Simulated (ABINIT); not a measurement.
# Ga (I4/mmm) in ABINIT: further runs

Runs on Ga. Level: PBEsol. Tasks: band structure.

Program: ABINIT 10.8.3 (patched build). These are calculated values, not measurements. Logs are shortened: lines on timing, memory, paths and dates and some standing lists are left out, and cuts for length are marked. The log counts tension as positive stress, the text compression.

## (1) The structure

Symmetry: I4/mmm, No. 139, tetragonal system. Conventional cell: a = 2.769 Å, b = 2.769 Å, c = 4.622 Å, α = 90.00°, β = 90.00°, γ = 90.00°. Around Ga (site symmetry 4/mmm) lie 12 Ga at 2.77 to 3.03 Å.

This isn't the form of Ga at room conditions, which is orthorhombic.

## (2) Band structure, PBEsol

File run.abi:

```
# Datasets: ground state, then fixed potential
ndtset 2

# Pseudopotentials
pp_dirpath "./"
pseudos "Ga.GGA_PBE-JTH.xml"

# Structure
acell 3*1.0 Angstrom
rprim
    -1.3843987196     1.3843987196     2.3112238365
     1.3843987196    -1.3843987196     2.3112238365
     1.3843987196     1.3843987196    -2.3112238365
ntypat 1
znucl 31
natom 1
typat 1
xred
     0.0000000000     0.0000000000     0.0000000000

# Plane-wave basis
ecut 17.0
pawecutdg 34.0
pawxcdev 0

# Exchange and correlation
ixc -116133

# Bands and occupations
occopt 3
tsmear 0.00183747

# SCF cycle
nstep 100

# Output
iomode 3
prtwf 0
prteig 0
prtebands 0
enunit 1
prtden1 1

# Dataset 1
kptopt1 1
ngkpt1 13 13 13
nshiftk1 1
shiftk1 0.0 0.0 0.0
nband1 11
tolvrs1 1.0e-9

# Dataset 2: bands along G-X-Y-S-G-Z-S1-N-P-Y1-Z
iscf2 -2
getden2 1
nband2 17
nbdbuf2 4
tolwfr2 1.0e-11
kptopt2 -10
ndivsm2 8
prteig2 1
kptbounds2
     0.0000000000     0.0000000000     0.0000000000
     0.0000000000     0.0000000000     0.5000000000
    -0.1793941871     0.1793941871     0.5000000000
    -0.3396970935     0.3396970935     0.3396970935
     0.0000000000     0.0000000000     0.0000000000
     0.5000000000     0.5000000000    -0.5000000000
     0.3396970935     0.6603029065    -0.3396970935
     0.0000000000     0.5000000000     0.0000000000
     0.2500000000     0.2500000000     0.2500000000
     0.5000000000     0.5000000000    -0.1793941871
     0.5000000000     0.5000000000    -0.5000000000
```

Potentials or basis: JTH PAW PBE v2.0.

Started as:

```
abinit run.abi > log 2>&1
```

run.abo:

```text
.Version 10.8.3 of ABINIT
 DATASET    1 : space group I4/m m m (#139); Bravais tI (body-center tetrag.)
================================================================================
 Values of the parameters that define the memory need for DATASET  1.
     intxc =       0    ionmov =       0      iscf =      17    lmnmax =      18
     lnmax =       6     mgfft =      24  mpssoang =       3    mqgrid =    3001
     natom =       1  nloc_mem =       2    nspden =       1   nspinor =       1
    nsppol =       1      nsym =      16    n1xccc =       1    ntypat =       1
    occopt =       3   xclevel =       2
       mpw =         411          nfft =       13824          nkpt =         196
 PAW method is used; the additional fine FFT grid is defined by:
   mgfftf=        32    nfftf =     32768
================================================================================
================================================================================

 DATASET    2 : space group I4/m m m (#139); Bravais tI (body-center tetrag.)
================================================================================
 Values of the parameters that define the memory need for DATASET  2.
     intxc =       0    ionmov =       0      iscf =      -2    lmnmax =      18
     lnmax =       6     mgfft =      24  mpssoang =       3    mqgrid =    3001
     natom =       1  nloc_mem =       2    nspden =       1   nspinor =       1
    nsppol =       1      nsym =      16    n1xccc =       1    ntypat =       1
    occopt =       3   xclevel =       2
       mpw =         414          nfft =       13824          nkpt =         144
 PAW method is used; the additional fine FFT grid is defined by:
   mgfftf=        32    nfftf =     32768
================================================================================
================================================================================

--------------------------------------------------------------------------------
------------- Echo of variables that govern the present computation ------------
--------------------------------------------------------------------------------
 -outvars: echo values of preprocessed input variables --------
            acell      1.8897261259E+00  1.8897261259E+00  1.8897261259E+00 Bohr
              amu      6.97230000E+01
             ecut      1.70000000E+01 Hartree
           enunit           1
           getden1          0
           getden2          1
             iscf1         17
             iscf2         -2
                       outvar_i_n : Printing only first  50 k-points.
              ixc     -116133
           jdtset        1    2
                       outvar_i_n : Printing only first  50 k-points.
           kptopt1          1
           kptopt2        -10
         kptrlatt       13    0    0      0   13    0      0    0   13
          kptrlen1     6.80194952E+01
          kptrlen2     3.00000000E+01
            natom           1
            nband1         11
            nband2         17
           nbdbuf1          0
           nbdbuf2          4
           ndtset           2
           ndivsm1          0
           ndivsm2          8
            ngfft          24      24      24
          ngfftdg          32      32      32
             nkpt1        196
             nkpt2        144
            nstep         100
             nsym          16
           ntypat           1
                       prtocc : prtvol=0, do not print more k-points.
           occopt           3
        pawecutdg      3.40000000E+01 Hartree
         pawxcdev           0
        prtebands           0
           prteig1          0
           prteig2          1
            prtwf           0
[... 209 lines left out ...]
cutoff_energies: {ecut:  17.0, pawecutdg:  34.0, }
electrons: {nelect:   1.30000000E+01, charge:   0.00000000E+00, occopt:   3.00000000E+00, tsmear:   1.83747000E-03, }
meta: {optdriver: 0, ionmov: 0, optcell: 0, iscf: -2, paral_kgb: 0, }
...

 mkfilename : getden/=0, take file _DEN from output of DATASET   1.

 Real(R)+Recip(G) space primitive vectors, cartesian coordinates (Bohr,Bohr^-1):
 R(1)= -2.6161344  2.6161344  4.3675801  G(1)=  0.0000000  0.1911217  0.1144799
 R(2)=  2.6161344 -2.6161344  4.3675801  G(2)=  0.1911217  0.0000000  0.1144799
 R(3)=  2.6161344  2.6161344 -4.3675801  G(3)=  0.1911217  0.1911217  0.0000000
 Unit cell volume ucvol=  1.1956966E+02 bohr^3
 Angles (23,13,12)=  1.25606528E+02  1.25606528E+02  8.05358051E+01 degrees

 Coarse grid specifications (used for wave-functions):

 getcut: wavevector=  0.0000  0.0000  0.0000  ngfft=  24  24  24
         ecut(hartree)=     17.000   => boxcut(ratio)=   2.25904

 getcut : COMMENT -
  Note that boxcut > 2.2 ; recall that boxcut=Gcut(box)/Gcut(sphere) = 2
  is sufficient for exact treatment of convolution.
  Such a large boxcut is a waste : you could raise ecut
  e.g. ecut=   21.688852 Hartrees makes boxcut=2

 Fine grid specifications (used for densities):

 getcut: wavevector=  0.0000  0.0000  0.0000  ngfft=  32  32  32
         ecut(hartree)=     34.000   => boxcut(ratio)=   2.13154
--------------------------------------------------------------------------------

================================================================================
 Non-SCF case, kpt    1 (  0.00000  0.00000  0.00000), residuals and eigenvalues=
  4.90E-12  6.75E-12  1.81E-12  2.23E-12  7.36E-12  3.64E-12  2.27E-12  2.21E-12
  2.76E-12  4.26E-12  4.07E-12  2.78E-12  5.82E-12  9.84E-12  8.60E-12  7.81E-12
  2.66E-08
 -3.2863E-01 -3.2280E-01 -3.2147E-01 -3.2147E-01 -3.1540E-01 -2.0069E-01
  6.8939E-01  7.0106E-01  7.0106E-01  8.1957E-01  8.3531E-01  8.5458E-01
  8.5458E-01  8.9206E-01  9.0861E-01  1.0075E+00  1.2379E+00
 Non-SCF case, kpt    2 (  0.00000  0.00000  0.02273), residuals and eigenvalues=
  7.37E-12  5.82E-12  2.88E-12  2.65E-12  1.97E-12  2.65E-12  5.21E-12  5.01E-12
  1.57E-12  2.31E-12  3.70E-12  4.31E-12  2.68E-12  5.42E-13  6.81E-12  4.31E-12
  6.96E-06
[... 983 lines left out ...]
 Non-SCF case, kpt  143 (  0.50000  0.50000 -0.47710), residuals and eigenvalues=
  3.60E-12  3.77E-12  2.45E-12  5.32E-12  4.78E-12  5.03E-12  1.56E-12  9.30E-12
  3.06E-12  7.46E-12  5.36E-12  5.07E-12  6.64E-12  4.13E-10  4.45E-09  3.28E-05
  1.74E-05
 -3.3288E-01 -3.2940E-01 -3.1405E-01 -3.1395E-01 -3.1363E-01  5.8808E-02
  7.8939E-02  4.7849E-01  4.8104E-01  6.1055E-01  6.4597E-01  1.4368E+00
  1.4438E+00  1.4690E+00  1.4788E+00  1.5113E+00  1.5147E+00
 Non-SCF case, kpt  144 (  0.50000  0.50000 -0.50000), residuals and eigenvalues=
  2.35E-12  5.53E-12  4.31E-12  5.66E-12  3.08E-12  4.20E-13  3.65E-12  8.11E-13
  6.22E-12  4.52E-12  1.83E-12  2.47E-12  7.99E-12  7.91E-12  1.39E-10  5.21E-05
  6.35E-05
 -3.3298E-01 -3.2948E-01 -3.1394E-01 -3.1394E-01 -3.1358E-01  5.8169E-02
  7.8046E-02  4.8691E-01  4.8691E-01  6.0081E-01  6.3862E-01  1.4689E+00
  1.4689E+00  1.4744E+00  1.4851E+00  1.5226E+00  1.5245E+00

--- !ResultsGS
iteration_state: {dtset: 2, }
comment   : Summary of ground state results
lattice_vectors:
- [ -2.6161344,   2.6161344,   4.3675801, ]
- [  2.6161344,  -2.6161344,   4.3675801, ]
- [  2.6161344,   2.6161344,  -4.3675801, ]
lattice_lengths: [   5.72399,    5.72399,    5.72399, ]
lattice_angles: [125.607, 125.607,  80.536, ] # degrees, (23, 13, 12)
lattice_volume:   1.1956966E+02
convergence: {deltae:  0.000E+00, res2:  0.000E+00, residm:  9.984E-12, diffor:  0.000E+00, }
etotal    :  -7.90595437E+01
entropy   :   0.00000000E+00
fermie    :   2.21343790E-01
cartesian_stress_tensor: null
pressure_GPa: null
xred      :
- [  0.0000E+00,   0.0000E+00,   0.0000E+00, Ga]
cartesian_forces: null
force_length_stats: {min: null, max: null, mean: null, }
...

 Integrated electronic density in atomic spheres:
 ------------------------------------------------
 Atom  Sphere_radius  Integrated_density
    1        2.10359         10.99968240

================================================================================

 ----iterations are completed or convergence reached----

 Mean square residual over all n,k,spin=   44.900E-13; max=  99.841E-13
 reduced coordinates (array xred) for    1 atoms
       0.000000000000      0.000000000000      0.000000000000

 cartesian coordinates (angstrom) at end:
    1      0.00000000000000     0.00000000000000     0.00000000000000
 length scales=  1.889726125908  1.889726125908  1.889726125908 bohr
              =  1.000000000000  1.000000000000  1.000000000000 angstroms
 Eigenvalues (   eV  ) for nkpt= 144  k points:
 kpt#   1, nband= 17, wtk=  1.00000, kpt=  0.0000  0.0000  0.0000 (reduced coord)
  -8.94258   -8.78370   -8.74757   -8.74757   -8.58234   -5.46118   18.75923   19.07679
  19.07679   22.30152   22.72984   23.25427   23.25427   24.27426   24.72463   27.41650
  33.68450
 kpt#   2, nband= 17, wtk=  1.00000, kpt=  0.0000  0.0000  0.0227 (reduced coord)
  -8.94027   -8.78273   -8.74876   -8.74699   -8.58351   -5.44061   18.65364   18.85335
  18.99632   22.14427   22.55922   23.17902   23.88100   24.51418   24.76722   27.46802
  32.80463
 kpt#   3, nband= 17, wtk=  1.00000, kpt=  0.0000  0.0000  0.0455 (reduced coord)
  -8.93337   -8.77987   -8.75230   -8.74518   -8.58698   -5.37884   18.32181   18.35994
  18.76923   21.39790   23.08560   23.19360   24.75083   24.88173   25.07860   27.58260
  31.54987
 kpt#   4, nband= 17, wtk=  1.00000, kpt=  0.0000  0.0000  0.0682 (reduced coord)
  -8.92196   -8.77527   -8.75814   -8.74216   -8.59280   -5.27567   17.66574   17.93091
  18.42954   20.67920   23.07120   24.02123   25.03811   25.67516   25.81750   27.57310
  30.53085
 kpt#   5, nband= 17, wtk=  1.00000, kpt=  0.0000  0.0000  0.0909 (reduced coord)
[... 545 lines left out ...]
  12.14654   18.09767   18.83964   36.16993   36.23990   39.51193   39.86065   39.93023
  40.50886
 kpt# 142, nband= 17, wtk=  1.00000, kpt=  0.5000  0.5000 -0.4542 (reduced coord)
  -9.05010   -8.95741   -8.55457   -8.54392   -8.53876    1.65249    2.22078   12.48128
  12.68196   17.26005   18.10555   37.67107   37.79197   39.90885   40.12646   40.54807
  40.68871
 kpt# 143, nband= 17, wtk=  1.00000, kpt=  0.5000  0.5000 -0.4771 (reduced coord)
  -9.05820   -8.96353   -8.54576   -8.54306   -8.53443    1.60026    2.14804   13.02036
  13.08986   16.61381   17.57765   39.09599   39.28805   39.97265   40.24013   41.12541
  41.21815
 kpt# 144, nband= 17, wtk=  1.00000, kpt=  0.5000  0.5000 -0.5000 (reduced coord)
  -9.06090   -8.96559   -8.54277   -8.54277   -8.53296    1.58286    2.12374   13.24963
  13.24963   16.34884   17.37776   39.97209   39.97209   40.11931   40.41067   41.43195
  41.48415

== END DATASET(S) ==============================================================
================================================================================

 -outvars: echo values of variables after computation  --------
            acell      1.8897261259E+00  1.8897261259E+00  1.8897261259E+00 Bohr
           etotal1    -7.9059543675E+01
            fcart1    -0.0000000000E+00 -0.0000000000E+00 -0.0000000000E+00
            rprim     -1.3843987196E+00  1.3843987196E+00  2.3112238365E+00
                       1.3843987196E+00 -1.3843987196E+00  2.3112238365E+00
                       1.3843987196E+00  1.3843987196E+00 -2.3112238365E+00
           strten1     1.3883877979E-05  1.3883877979E-05  2.0280110602E-05
                       0.0000000000E+00  0.0000000000E+00  0.0000000000E+00
 Calculation completed.
```

Run time: 24 s. Hardware: 1 thread of Intel Xeon 6975P-C (Granite Rapids), shared host; peak memory 0.11 GiB.

Results:

```
Free energy                                           : -2151.3198 eV
Pressure                                              : -0.5 GPa
Band gap on the k mesh                                : none (metal or under the smearing width)
Valence electrons inside the program's atomic spheres : Ga 11.00 (radii [1.1132] Å)
```

Levels at the corners of the path, in eV from the Fermi level:
```tsv
point	band 3	band 4	band 5	band 6	band 7	band 8	band 9	band 10	band 11	band 12
Γ	-14.77	-14.77	-14.61	-11.48	12.74	13.05	13.05	16.28	16.71	17.23
X	-14.62	-14.60	-14.45	-1.93	-0.89	3.81	5.13	7.98	8.17	26.18
Y	-14.66	-14.66	-14.61	-1.31	-0.45	0.53	1.41	14.35	15.01	25.14
S	-14.76	-14.66	-14.60	-3.03	-1.61	-1.45	9.38	12.50	23.21	24.15
Γ	-14.77	-14.77	-14.61	-11.48	12.74	13.05	13.05	16.28	16.71	17.23
Z	-14.57	-14.57	-14.56	-4.44	-3.90	7.23	7.23	10.33	11.35	33.95
S1	-14.76	-14.66	-14.60	-3.03	-1.61	-1.45	9.38	12.50	23.21	24.15
N	-14.76	-14.60	-14.55	-4.85	-4.18	7.96	11.89	12.59	16.22	17.00
P	-14.83	-14.66	-14.45	-0.26	0.00	0.00	2.35	13.66	15.11	15.11
Y1	-14.66	-14.66	-14.61	-1.31	-0.45	0.53	1.41	14.35	15.01	25.14
Z	-14.57	-14.57	-14.56	-4.44	-3.90	7.23	7.23	10.33	11.35	33.95
```

Caveat: the PAW data sets were made with another functional, which shifts forces and pressure a little.

## (3) Band structure, PBEsol, spin-orbit coupling, no magnetisation

Changes to run.abi since step 2:

```diff
@@ -32,2 +32,7 @@
 
+# Spin
+nspinor 2
+nspden 1
+pawspnorb 1
+
 # SCF cycle
@@ -44,3 +49,3 @@
 # Dataset 1
-kptopt1 1
+kptopt1 4
 ngkpt1 13 13 13
@@ -48,3 +53,3 @@
 shiftk1 0.0 0.0 0.0
-nband1 11
+nband1 22
 tolvrs1 1.0e-9
@@ -54,4 +59,4 @@
 getden2 1
-nband2 17
-nbdbuf2 4
+nband2 34
+nbdbuf2 8
 tolwfr2 1.0e-11
```

Potentials or basis: JTH PAW PBE v2.0.

Started as:

```
abinit run.abi > log 2>&1
```

Wall time 2 min (1 thread of Intel Xeon 6975P-C (Granite Rapids), shared host); peak memory 0.18 GiB.

Results (log left out):

```yaml
Free_energy: -2151.3253 eV
Pressure: -0.5 GPa
Band_gap_on_the_k_mesh: none (metal or under the smearing width)
Valence_electrons_inside_the_program's_atomic_spheres: Ga 11.00 (radii [1.1132] Å)
```

Stress tensor (GPa, compression positive):
```
-0.43  0.00  0.00
 0.00 -0.43  0.00
 0.00  0.00 -0.61
```

Levels at the corners of the path, in eV from the Fermi level:
```tsv
point	band 12	band 13	band 14	band 15	band 16	band 17
Γ	-11.48	12.59	12.59	13.06	13.06	13.20
X	-1.94	-0.89	-0.89	3.81	3.81	5.14
Y	-1.31	-0.45	-0.45	0.53	0.53	1.41
S	-3.03	-1.62	-1.62	-1.44	-1.44	9.38
Γ	-11.48	12.59	12.59	13.06	13.06	13.20
Z	-4.44	-3.90	-3.90	7.13	7.13	7.32
S1	-3.03	-1.62	-1.62	-1.44	-1.44	9.38
N	-4.85	-4.18	-4.18	7.96	7.96	11.89
P	-0.26	-0.07	-0.07	0.06	0.06	2.36
Y1	-1.31	-0.45	-0.45	0.53	0.53	1.41
Z	-4.44	-3.90	-3.90	7.13	7.13	7.32
```

Caveat: the PAW data sets were made with another functional, which shifts forces and pressure a little.
